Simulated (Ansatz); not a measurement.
A plane-wave DFT run in Ansatz 0.2.0 (scalar-relativistic PAW potentials unless the input names others): input and command.

```yaml
crystal:
  lattice:
    - [2.6718487035, 0.0, 0.0]
    - [-1.3359243517, 2.3138888523, 0.0]
    - [0.0, 0.0, 17.3037653303]
  atoms:
    - { symbol: Ru, position: [0.0, 0.0, -0.0016812198] }
    - { symbol: Ru, position: [0.3333333333, 0.6666666667, 0.125] }
    - { symbol: Ru, position: [0.6666666667, 0.3333333333, 0.2516812198] }
    - { symbol: Ru, position: [0.0, 0.0, 0.375] }
    - { symbol: Ru, position: [0.6666666667, 0.3333333333, 0.4983187802] }
    - { symbol: Ru, position: [0.3333333333, 0.6666666667, 0.625] }
    - { symbol: Ru, position: [0.0, 0.0, 0.7516812198] }
    - { symbol: Ru, position: [0.6666666667, 0.3333333333, 0.875] }
basis:
  ecutwfc: 420
kpoints:
  mp_grid: { grid: [30, 30, 6] }
hamiltonian:
  xc: pbesol
scf:
  occupations: { method: gaussian, width: 0.1 }
  mixing: { preconditioner: kerker_dos }
output:
  forces: true
  eigenvalues: true
  stress: true
```

```bash
ansatz run input.yaml --threads 1 --pin off --max-ram 2560MiB --backend cpu --events-out ev --progress --plain --runs-dir out
```

Abridged log:
```
Basis set: ecut = 420 eV, 2127 PW (Γ), exchange–correlation on 36×36×240 points (8 copies of the dense FFT grid, shifted against one another)
Bands: 77, of which v1, the nominal top of the filled ones, is band 64 counted from 1 (63 counted from 0)
Symmetry: 24 space group operations
k-points: 364 of 5400
SCF iter   1: F=—  HF=-46531.289338 eV  |F-HF|=—  |Δ(HF+E_count)|=         —  Δρ=1.19e-2  dr2=1.47e-1  ethr=1.77e-3  ⟨swp⟩=5.0  Hψ=88730  notcnv=0  defer=49
SCF iter   2: F=—  HF=-46531.276202 eV  |F-HF|=—  |Δ(HF+E_count)|=   1.31e-2  Δρ=6.34e-3  dr2=2.26e-2  ethr=1.15e-4  ⟨swp⟩=1.1  Hψ=32460  notcnv=0  defer=75
SCF iter   3: F=—  HF=-46531.271412 eV  |F-HF|=—  |Δ(HF+E_count)|=   4.79e-3  Δρ=2.75e-3  dr2=4.04e-3  ethr=1.77e-5  ⟨swp⟩=2.6  Hψ=47350  notcnv=0  defer=75
SCF iter   4: F=—  HF=-46531.270888 eV  |F-HF|=—  |Δ(HF+E_count)|=   5.24e-4  Δρ=5.32e-4  dr2=1.88e-4  ethr=3.16e-6  ⟨swp⟩=2.0  Hψ=40785  notcnv=0  defer=75
SCF iter   5: F=—  HF=-46531.270904 eV  |F-HF|=—  |Δ(HF+E_count)|=   1.55e-5  Δρ=2.77e-4  dr2=1.61e-4  ethr=1.47e-7  ⟨swp⟩=2.6  Hψ=49016  notcnv=0  defer=75
SCF iter   6: F=—  HF=-46531.270893 eV  |F-HF|=—  |Δ(HF+E_count)|=   1.02e-5  Δρ=9.43e-5  dr2=1.34e-5  ethr=1.26e-7  ⟨swp⟩=1.4  Hψ=27359  notcnv=0  defer=75
SCF iter   7: F=—  HF=-46531.270960 eV  |F-HF|=—  |Δ(HF+E_count)|=   6.69e-5  Δρ=3.40e-5  dr2=3.62e-6  ethr=1.04e-8  ⟨swp⟩=2.0  Hψ=43702  notcnv=0  defer=86
SCF iter   8: F=—  HF=-46531.270960 eV  |F-HF|=—  |Δ(HF+E_count)|=   3.15e-7  Δρ=8.64e-6  dr2=3.92e-7  ethr=2.83e-9  ⟨swp⟩=1.0  Hψ=26451  notcnv=0  defer=98
SCF iter   9: F=—  HF=-46531.270960 eV  |F-HF|=—  |Δ(HF+E_count)|=   1.57e-8  Δρ=4.55e-6  dr2=1.41e-7  ethr=7.81e-11  ⟨swp⟩=7.3  Hψ=91257  notcnv=0
SCF iter  10: F=-46531.270960 eV  HF=-46531.270960 eV  |F-HF|=2.71e-9  |Δ(HF+E_count)|=   3.89e-9  Δρ=8.69e-7  dr2=3.09e-9  ethr=7.81e-11  ⟨swp⟩=3.0  Hψ=74073  notcnv=0
SCF 1 converged in 10 iterations: F = -46531.270960 eV  dr2 = 3.09e-9
SCF converged after 10 iterations
Free energy (F): -46531.270960 eV
Harris-Foulkes:  -46531.270960 eV  (|F-HF|=2.71e-9)
Internal energy: -46531.227498 eV  (E = F + TS)
E sigma→0 (E₀):  -46531.249229 eV
Entropy (-TS):   -0.043462 eV (-5.433 meV/atom)
Fermi energy:    23.773743 eV
--- Forces (eV/Å), atoms counted from 1 ---
  atom   1  Ru     0.00000000     0.00000000     0.00741804
  atom   2  Ru     0.00000000     0.00000000     0.00000000
  atom   3  Ru     0.00000000     0.00000000    -0.00741804
  atom   4  Ru     0.00000000     0.00000000     0.00000000
  atom   5  Ru     0.00000000     0.00000000     0.00741804
  atom   6  Ru     0.00000000     0.00000000     0.00000000
  atom   7  Ru     0.00000000     0.00000000    -0.00741804
  atom   8  Ru     0.00000000     0.00000000     0.00000000
--- Stress (GPa, compression-positive) ---
        0.335106       0.000000       0.000000
        0.000000       0.335106       0.000000
        0.000000       0.000000      -0.382262
  P = ⅓ Tr σ = 0.0960 GPa (0.960 kbar)
```

Apart from outputs and empty bands, the input differs from a reference run on usual settings in scf.mixing.preconditioner: not typed → "kerker_dos". The reference, at the same geometry, gave pressure 0.10 GPa, largest force 0.007 eV/Å, no gap on the mesh. This run converged in 10 SCF iterations (reference: 7) with an energy at zero smearing within 0.01 meV/atom of the reference's, pressure 0.10 GPa, largest force 0.007 eV/Å, no gap on the mesh.

The run took 5.4 min on 1 thread of Intel(R) Xeon(R) Processor @ 2.50GHz (Skylake/Cascade Lake), on a shared host, peak memory 1.8 GiB.